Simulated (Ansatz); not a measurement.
Crystal: C.

```
C
1.0
     0.00000    1.78337    1.78337
     1.78337    0.00000    1.78337
     1.78337    1.78337    0.00000
C
2
Direct
  0.75000 0.75000 0.75000
  0.50000 0.50000 0.50000
```

This isn't the form of C at room conditions, which is graphite.

Base run:

```yaml
Program: Ansatz 0.2.0
Functional: PBE
Potentials_or_basis: Ansatz PAW
Cutoff: "420 eV (not typed: the program's choice for these potentials)"
k_mesh: 13 × 13 × 13
Occupations: fermi-dirac, width 0.05 eV
Spin: no spin polarisation
```

Its results: band gap on the k mesh 4.15 eV, indirect (least direct gap 5.59 eV); pressure 1.8 GPa.

Problem. After a change of settings the same cell gave: band gap on the k mesh 4.44 eV, indirect (least direct gap 5.59 eV); pressure 3.0 GPa. Which change was it?
A. functional from PBE to revPBE
B. potentials or basis from Ansatz PAW to PseudoDojo standard (PBE files); cutoff from 420 eV (not typed: the program's choice for these potentials) to 1116 eV
C. k mesh from 13 × 13 × 13 to 4 × 4 × 4
D. functional from PBE to revPBE0; k mesh from 13 × 13 × 13 to 7 × 7 × 7

Solution. C.

Caveats: some runs use coarse meshes.
